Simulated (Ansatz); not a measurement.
# CdTe: how the settings move a single-point run

How sensitive is a single-point run of CdTe to its settings? A reference run comes first, then three runs with altered input. The cell is built on a prototype (rocksalt) and needn't be the phase found in nature.

Program: Ansatz 0.2.0. Level of theory: reference: DFT, HSE06, plane waves, PAW. These are calculated values, not measurements.

6 further runs of the same task are left out: 6 that didn't finish.

## Step 1: The structure to begin with

It takes space group Fm-3m (No. 225, cubic). Conventional cell: a = 6.089 Å, b = 6.089 Å, c = 6.089 Å, α = 90.00°, β = 90.00°, γ = 90.00°. Around Cd (site symmetry m-3m) lie 6 Te at 3.04 Å. Around Te (site symmetry m-3m) lie 6 Cd at 3.04 Å.

As a file:

```
Cd Te
1.0
     0.00000    3.04436    3.04436
     3.04436    0.00000    3.04436
     3.04436    3.04436    0.00000
Cd Te
1 1
Direct
  0.00000 0.00000 0.00000
  0.50000 0.50000 0.50000
```

## Step 2: Reference

Contents of input.yaml:

```yaml
crystal:
  lattice:
    - [0.0, 3.0443556749, 3.0443556749]
    - [3.0443556749, 0.0, 3.0443556749]
    - [3.0443556749, 3.0443556749, 0.0]
  atoms:
    - { symbol: Cd, position: [0.0, 0.0, 0.0] }
    - { symbol: Te, position: [0.5, 0.5, 0.5] }
kpoints:
  mp_grid: { grid: [4, 4, 4] }
hamiltonian:
  xc: hse06
scf:
  occupations: { method: fermi_dirac, width: 0.02 }
  n_extra_bands: 4
output:
  forces: true
  stress: true
  eigenvalues: true
  write_density: true
  write_potential: true
  elf: true
  volumetric_format: npy
```

Started as:

```bash
ansatz run input.yaml --threads 4 --pin off --max-ram 3686MiB --backend cpu --events-out ev --progress --plain --runs-dir out
```

The program printed, cut to the lines that bear on the results:

```text
Warning: output.stress: scf.convergence.dr2_threshold = 1e-7 eV (the SCF's general default) is looser than the 2e-10 eV advised for a printed stress (1e-10 eV for each atom of the cell: 2). What an SCF threshold leaves in a stress goes as its square root, and in the free energy as the [...]
Warning: output.stress: scf.exx.energy_threshold = 1e-6 eV is looser than the 2e-8 eV advised for a stress under a hybrid functional (1e-8 eV for each atom of the cell: 2). Every SCF of the exchange loop can meet its threshold on dr2 while the loop round them stops early: no threshold on [...]
Warning: RAYON_NUM_THREADS=4 ignored (pool sized by the plan → 4); use --threads N
scf.n_extra_bands = 4 over 18 filled bands (N_el = 36.0): the run solves 22 bands
[...]
Pseudopotentials: kind: paw
Pseudopotential: Cd, paw, valence charge 20, recommended cutoff 420 eV (normal), Cd.paw.azcp
Pseudopotential: Te, paw, valence charge 16, recommended cutoff 420 eV (normal), Te.paw.azcp
Functional definition: HSE06
[...]
Crystal: 2 atoms, lattice volume = 56.431 Å³
Basis set: ecut = 420 eV, 1067 PW (Γ), exchange–correlation on 60×60×60 points (8 copies of the dense FFT grid, shifted against one another)
Bands: 22, of which v1, the nominal top of the filled ones, is band 18 counted from 1 (17 counted from 0)
Symmetry: 48 space group operations
Space group: Fm-3m (ITA 225), of the structure as read, at distance tolerance 3.8e-5 Å
k-points: 8 of 64
[...]
SCF iter   1: F=—  HF=-15234.886304 eV  |F-HF|=—  |Δ(HF+E_count)|=         —  Δρ=1.48e-3  dr2=1.91e-3  ethr=1.77e-3  ⟨swp⟩=8.8  Hψ=727  notcnv=0
[...]
Frozen-core exchange: fock
[...]
SCF 2 stopped early in 4 iterations: F = -15243.129820 eV  dr2 = 5.93e-6
hybrid outer 1: dexx = +9.738e-3 eV, tail = 8.64e-5 eV
[...]
Frozen-core exchange: fock
[...]
SCF iter   4: F=-15243.129903 eV  HF=-15243.129903 eV  |F-HF|=1.09e-9  |Δ(HF+E_count)|=   3.54e-9  Δρ=2.85e-6  dr2=1.43e-9  ethr=2.54e-11  ⟨swp⟩=3.8  Hψ=397  notcnv=0  defer=1
[...]
hybrid outer 2: dexx = +3.075e-7 eV, tail = 2.37e-8 eV, Δε = 4.23e-3 eV (about 1.34e-4 eV left of the loop's levels)
hybrid SCF converged: 2 outer / 8 inner (+6 warm-up), last move |dexx| = 3.07e-7 eV, tail = 2.37e-8 eV
Stability not checked: this state was not tested for a lower state beside it, because the functional holds exact exchange (a hybrid, or Hartree-Fock), whose exchange loop this test does not read (fock_operator; see scf.lower_state_search)
Free energy (F): -15243.129903 eV
Frozen-core exchange: fock
[...]
E sigma→0 (E₀):  -15243.128245 eV
Entropy (-TS):   -0.003316 eV (-1.658 meV/atom)
Fermi energy:    9.780773 eV
[...]
--- Forces (eV/Å), atoms counted from 1 ---
  atom   1  Cd    -0.00000000     0.00000000     0.00000000
  atom   2  Te     0.00000000    -0.00000000     0.00000000
[...]
--- Stress (GPa, compression-positive) ---
        0.112336       0.000000       0.000000
        0.000000       0.112336      -0.000000
        0.000000      -0.000000       0.112336
  P = ⅓ Tr σ = 0.1123 GPa (1.123 kbar)
--- Band table (eV; the first three rows and the last of 8) ---
  k-point 0: bands = ["-97.9364", "-57.6595", "-57.6595", "-57.6595", "-28.6440", "-28.6440", "-28.6350", "-28.6350", "-28.6350", "-2.9197", "-0.0487", "-0.0487", "0.0052", "0.0052", "0.0052", "9.3125", "9.3125", "9.3125", "10.9777", "17.7299", "17.7299", "17.7299"]
[...]
```

It took 10 s on 4 threads of Arm Neoverse N1, shared host; peak memory 0.8 GiB.

## Step 3: Changing settings: exchange pbe, correlation pbe, coeff 0.75, omega 0.2078

Changes to input.yaml since step 2:

```diff
@@ -11,3 +11,6 @@
 hamiltonian:
-  xc: hse06
+  xc:
+    exchange: pbe
+    correlation: pbe
+    exx: { coeff: 0.75, omega: 0.2078 }
 scf:
@@ -19,5 +22 @@
   eigenvalues: true
-  write_density: true
-  write_potential: true
-  elf: true
-  volumetric_format: npy
```

Started as:

```bash
ansatz run input.yaml --threads 4 --pin off --max-ram 3686MiB --backend cpu --events-out ev --progress --plain --runs-dir out
```

The program printed, cut to the lines that bear on the results:

```text
Warning: output.stress: scf.convergence.dr2_threshold = 1e-7 eV (the SCF's general default) is looser than the 2e-10 eV advised for a printed stress (1e-10 eV for each atom of the cell: 2). What an SCF threshold leaves in a stress goes as its square root, and in the free energy as the [...]
Warning: output.stress: scf.exx.energy_threshold = 1e-6 eV is looser than the 2e-8 eV advised for a stress under a hybrid functional (1e-8 eV for each atom of the cell: 2). Every SCF of the exchange loop can meet its threshold on dr2 while the loop round them stops early: no threshold on [...]
Warning: RAYON_NUM_THREADS=4 ignored (pool sized by the plan → 4); use --threads N
scf.n_extra_bands = 4 over 18 filled bands (N_el = 36.0): the run solves 22 bands
[...]
[... 3 set-up lines as earlier in the session ...]
Functional definition: unnamed
[...]
Crystal: 2 atoms, lattice volume = 56.431 Å³
Basis set: ecut = 420 eV, 1067 PW (Γ), exchange–correlation on 60×60×60 points (8 copies of the dense FFT grid, shifted against one another)
[...]
hybrid outer 4: dexx = +3.130e-5 eV, tail = 6.36e-7 eV, Δε = 3.18e-2 eV (about 2.90e-3 eV left of the loop's levels)
[...]
Frozen-core exchange: fock
[...]
SCF iter   2: F=-15260.126420 eV  HF=-15260.126420 eV  |F-HF|=1.08e-9  |Δ(HF+E_count)|=   4.17e-9  Δρ=2.63e-6  dr2=1.55e-9  ethr=1.91e-11  ⟨swp⟩=4.0  Hψ=443  notcnv=0
[...]
hybrid outer 5: dexx = +1.139e-8 eV, tail = 5.71e-9 eV, Δε = 2.53e-4 eV (about 5.68e-5 eV left of the loop's levels), ΔF = 6.73e-29 eV/Å (tail 8.16e-29)
hybrid SCF converged: 5 outer / 28 inner (+7 warm-up), last move |dexx| = 1.14e-8 eV, tail = 5.71e-9 eV
Stability not checked: this state was not tested for a lower state beside it, because the functional holds exact exchange (a hybrid, or Hartree-Fock), whose exchange loop this test does not read (fock_operator; see scf.lower_state_search)
Free energy (F): -15260.126420 eV
Frozen-core exchange: fock
[...]
E sigma→0 (E₀):  -15260.126420 eV
Fermi energy:    9.222521 eV
[...]
--- Forces (eV/Å), atoms counted from 1 ---
  atom   1  Cd    -0.00000000     0.00000000     0.00000000
  atom   2  Te    -0.00000000    -0.00000000     0.00000000
[...]
--- Stress (GPa, compression-positive) ---
       -1.621262       0.000000      -0.000000
       -0.000000      -1.621262      -0.000000
        0.000000      -0.000000      -1.621262
  P = ⅓ Tr σ = -1.6213 GPa (-16.213 kbar)
--- Band table (eV; the first three rows and the last of 8) ---
[... band rows left out ...]
[...]
```

Run time: 14 s. Hardware: 4 threads of Arm Neoverse N1, shared host; peak memory 0.8 GiB.

A change of functional puts the total energy on another scale; the pressure goes from 0.1 to -1.6 GPa and a gap of 0.95 eV opens on the mesh. At this fixed cell a lower pressure means that this functional prefers a smaller volume than the reference.

## Step 4: Variant: exchange pbe, correlation pbe, coeff 0.4, omega 0.5

Changes to input.yaml since step 2:

```diff
@@ -11,3 +11,3 @@
 hamiltonian:
-  xc: hse06
+  xc: { exchange: pbe, correlation: pbe, exx: { coeff: 0.4, omega: 0.5 } }
 scf:
@@ -19,5 +19 @@
   eigenvalues: true
-  write_density: true
-  write_potential: true
-  elf: true
-  volumetric_format: npy
```

Started as:

```bash
ansatz run input.yaml --threads 4 --pin off --max-ram 3686MiB --backend cpu --events-out ev --progress --plain --runs-dir out
```

The program printed, cut to the lines that bear on the results:

```text
Warning: output.stress: scf.convergence.dr2_threshold = 1e-7 eV (the SCF's general default) is looser than the 2e-10 eV advised for a printed stress (1e-10 eV for each atom of the cell: 2). What an SCF threshold leaves in a stress goes as its square root, and in the free energy as the [...]
Warning: output.stress: scf.exx.energy_threshold = 1e-6 eV is looser than the 2e-8 eV advised for a stress under a hybrid functional (1e-8 eV for each atom of the cell: 2). Every SCF of the exchange loop can meet its threshold on dr2 while the loop round them stops early: no threshold on [...]
Warning: RAYON_NUM_THREADS=4 ignored (pool sized by the plan → 4); use --threads N
scf.n_extra_bands = 4 over 18 filled bands (N_el = 36.0): the run solves 22 bands
[...]
[... 4 set-up lines as earlier in the session ...]
[...]
Crystal: 2 atoms, lattice volume = 56.431 Å³
Basis set: ecut = 420 eV, 1067 PW (Γ), exchange–correlation on 60×60×60 points (8 copies of the dense FFT grid, shifted against one another)
[...]
Frozen-core exchange: fock
[...]
SCF iter   2: F=-15247.761118 eV  HF=-15247.761118 eV  |F-HF|=4.73e-11  |Δ(HF+E_count)|=  6.86e-10  Δρ=8.13e-7  dr2=5.57e-10  ethr=1.59e-11  ⟨swp⟩=3.9  Hψ=413  notcnv=0
[...]
hybrid outer 3: dexx = +3.387e-9 eV, tail = 1.38e-9 eV, Δε = 4.63e-4 eV (about 6.29e-5 eV left of the loop's levels), ΔF = 3.16e-30 eV/Å (tail 1.99e-30)
hybrid SCF converged: 3 outer / 13 inner (+7 warm-up), last move |dexx| = 3.39e-9 eV, tail = 1.38e-9 eV
Stability not checked: this state was not tested for a lower state beside it, because the functional holds exact exchange (a hybrid, or Hartree-Fock), whose exchange loop this test does not read (fock_operator; see scf.lower_state_search)
Free energy (F): -15247.761118 eV
Frozen-core exchange: fock
[...]
E sigma→0 (E₀):  -15247.759459 eV
Entropy (-TS):   -0.003319 eV (-1.660 meV/atom)
Fermi energy:    9.841822 eV
[...]
--- Forces (eV/Å), atoms counted from 1 ---
  atom   1  Cd    -0.00000000     0.00000000    -0.00000000
  atom   2  Te    -0.00000000     0.00000000    -0.00000000
[...]
--- Stress (GPa, compression-positive) ---
        0.416809       0.000000      -0.000000
       -0.000000       0.416809      -0.000000
        0.000000       0.000000       0.416809
  P = ⅓ Tr σ = 0.4168 GPa (4.168 kbar)
--- Band table (eV; the first three rows and the last of 8) ---
[... band rows left out ...]
[...]
```

Wall time 11 s (4 threads of Arm Neoverse N1, shared host); peak memory 0.8 GiB.

A change of functional puts the total energy on another scale; the pressure goes from 0.1 to 0.4 GPa.

## Step 5: Changed: exchange pbe, correlation pbe, coeff 0.5, omega 0.2078

Changes to input.yaml since step 2:

```diff
@@ -11,3 +11,6 @@
 hamiltonian:
-  xc: hse06
+  xc:
+    exchange: pbe
+    correlation: pbe
+    exx: { coeff: 0.5, omega: 0.2078 }
 scf:
@@ -19,5 +22 @@
   eigenvalues: true
-  write_density: true
-  write_potential: true
-  elf: true
-  volumetric_format: npy
```

Started as:

```bash
ansatz run input.yaml --threads 4 --pin off --max-ram 3686MiB --backend cpu --events-out ev --progress --plain --runs-dir out
```

The program printed, cut to the lines that bear on the results:

```text
Warning: output.stress: scf.convergence.dr2_threshold = 1e-7 eV (the SCF's general default) is looser than the 2e-10 eV advised for a printed stress (1e-10 eV for each atom of the cell: 2). What an SCF threshold leaves in a stress goes as its square root, and in the free energy as the [...]
Warning: output.stress: scf.exx.energy_threshold = 1e-6 eV is looser than the 2e-8 eV advised for a stress under a hybrid functional (1e-8 eV for each atom of the cell: 2). Every SCF of the exchange loop can meet its threshold on dr2 while the loop round them stops early: no threshold on [...]
Warning: RAYON_NUM_THREADS=4 ignored (pool sized by the plan → 4); use --threads N
scf.n_extra_bands = 4 over 18 filled bands (N_el = 36.0): the run solves 22 bands
[...]
[... 4 set-up lines as earlier in the session ...]
[...]
Crystal: 2 atoms, lattice volume = 56.431 Å³
Basis set: ecut = 420 eV, 1067 PW (Γ), exchange–correlation on 60×60×60 points (8 copies of the dense FFT grid, shifted against one another)
[...]
Frozen-core exchange: fock
[...]
SCF iter   2: F=-15251.522546 eV  HF=-15251.522546 eV  |F-HF|=2.73e-11  |Δ(HF+E_count)|=  2.73e-11  Δρ=7.35e-7  dr2=2.05e-10  ethr=2.78e-12  ⟨swp⟩=4.0  Hψ=496  notcnv=0
[...]
hybrid outer 4: dexx = +1.967e-9 eV, tail = 6.50e-10 eV, Δε = 2.42e-4 eV (about 3.10e-5 eV left of the loop's levels), ΔF = 1.63e-29 eV/Å (tail 1.32e-29)
hybrid SCF converged: 4 outer / 19 inner (+7 warm-up), last move |dexx| = 1.97e-9 eV, tail = 6.50e-10 eV
Stability not checked: this state was not tested for a lower state beside it, because the functional holds exact exchange (a hybrid, or Hartree-Fock), whose exchange loop this test does not read (fock_operator; see scf.lower_state_search)
Free energy (F): -15251.522546 eV
Frozen-core exchange: fock
[...]
E sigma→0 (E₀):  -15251.520873 eV
Entropy (-TS):   -0.003347 eV (-1.673 meV/atom)
Fermi energy:    9.301012 eV
[...]
--- Forces (eV/Å), atoms counted from 1 ---
  atom   1  Cd    -0.00000000    -0.00000000     0.00000000
  atom   2  Te    -0.00000000    -0.00000000    -0.00000000
[...]
--- Stress (GPa, compression-positive) ---
       -0.931019       0.000000       0.000000
       -0.000000      -0.931019      -0.000000
       -0.000000      -0.000000      -0.931019
  P = ⅓ Tr σ = -0.9310 GPa (-9.310 kbar)
--- Band table (eV; the first three rows and the last of 8) ---
[... band rows left out ...]
[...]
```

Wall time 13 s (4 threads of Arm Neoverse N1, shared host); peak memory 0.8 GiB.

After a change of functional the difference of the totals has no physical meaning; the pressure goes from 0.1 to -0.9 GPa. At this fixed cell a lower pressure means that this functional prefers a smaller volume than the reference.

## Step 6: Comparison

| run | ending | energy change | pressure (GPa) | gap (eV) | force (eV/Å) | cycles | time |
| --- | --- | --- | --- | --- | --- | --- | --- |
| reference | converged | - | 0.1 | 0.00 | 0.00 | 14 | 10 s |
| 1: exchange pbe, correlation pbe, coeff 0.75, omega 0.2078 | converged | not comparable | -1.6 | 0.95 | 0.00 | 35 | 14 s |
| 2: exchange pbe, correlation pbe, coeff 0.4, omega 0.5 | converged | not comparable | 0.4 | 0.00 | 0.00 | 20 | 11 s |
| 3: exchange pbe, correlation pbe, coeff 0.5, omega 0.2078 | converged | not comparable | -0.9 | 0.00 | 0.00 | 26 | 13 s |

Times don't compare one to one where runs were asked for different outputs or read a saved state (see the inputs); cycles may leave out searches for a lower state.

Residual by cycle in the longest SCF loop of each run; runs are numbered as in the table. The quantity is the density residual dr2, in eV.

```
cycle  reference   run 1    run 2   run 3
    1    0.00191  1.1e-4  0.00237  4.5e-5
    2     2.0e-4  1.3e-5   2.7e-4  3.9e-6
    3     2.0e-5  3.2e-6   2.2e-5  3.2e-6
    4     1.6e-6  1.0e-6   9.4e-7  1.3e-6
    5     2.4e-8  9.2e-7   2.9e-8  8.5e-8
    6    9.5e-10  2.2e-7   1.1e-9  7.2e-8
    7          -  9.4e-8  1.3e-10  2.4e-8
    8          -  2.9e-8        -  3.0e-9
    9          -  4.7e-9        -       -
```

**Reading.** The totals of these runs aren't set against each other here.
